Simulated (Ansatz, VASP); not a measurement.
# One calculation of KBr, two programs

Contents of INCAR:

```
ALGO = Normal ; EDIFF = 1E-6
ENCUT = 520 ; GGA = PE
ISIF = 2 ; ISMEAR = 0
LASPH = T ; LCHARG = F
LREAL = F ; LWAVE = F
NBANDS = 15 ; NELM = 60
PREC = Accurate ; SIGMA = 0.05
```

File KPOINTS:

```
k-points
0
Gamma
  6 6 6
```

POSCAR

```
KBr
1.0
    0.0000000000      3.2431125000      3.2431125000
    3.2431125000      0.0000000000      3.2431125000
    3.2431125000      3.2431125000      0.0000000000
K Br
1 1
Direct
    0.0000000000      0.0000000000      0.0000000000
    0.5000000000      0.5000000000      0.5000000000
```

Input for Ansatz:

```yaml
crystal:
  lattice:
    - [0.0, 3.2431125, 3.2431125]
    - [3.2431125, 0.0, 3.2431125]
    - [3.2431125, 3.2431125, 0.0]
  atoms:
    - { symbol: K, position: [0.0, 0.0, 0.0] }
    - { symbol: Br, position: [0.5, 0.5, 0.5] }
basis:
  ecutwfc: 420
kpoints:
  mp_grid: { grid: [6, 6, 6] }
hamiltonian:
  xc: pbe
scf:
  occupations: { method: gaussian, width: 0.05 }
output:
  forces: true
  stress: true
  eigenvalues: true
```

Change from the starting cell: strain -0.015 along x and y, -0.015 along z, atoms carried along.

Alike in both runs: task single point; functional PBE; k mesh 6 × 6 × 6; occupations gaussian, width 0.05 eV; no spin polarisation.

|  | VASP | Ansatz |
| --- | --- | --- |
| version | VASP 6.6.1 | Ansatz 0.2.0 |
| potentials or method | VASP PAW PBE potentials, release 64 (K_sv, Br) | scalar-relativistic, plane waves, PAW |
| plane-wave cutoff (eV) | 520 | 420 |
| valence electrons in the cell | 16 | 16 |

```tsv
	VASP	Ansatz	Ansatz less VASP
gap on the k mesh at the Fermi level (eV)	4.58	4.58	+0.002
least direct gap on the mesh (eV)	4.58	4.58	+0.002
pressure (GPa)	1.8	1.7	-0.05
```

With one functional, cell and mesh, what is left measures potentials, basis and numerics.
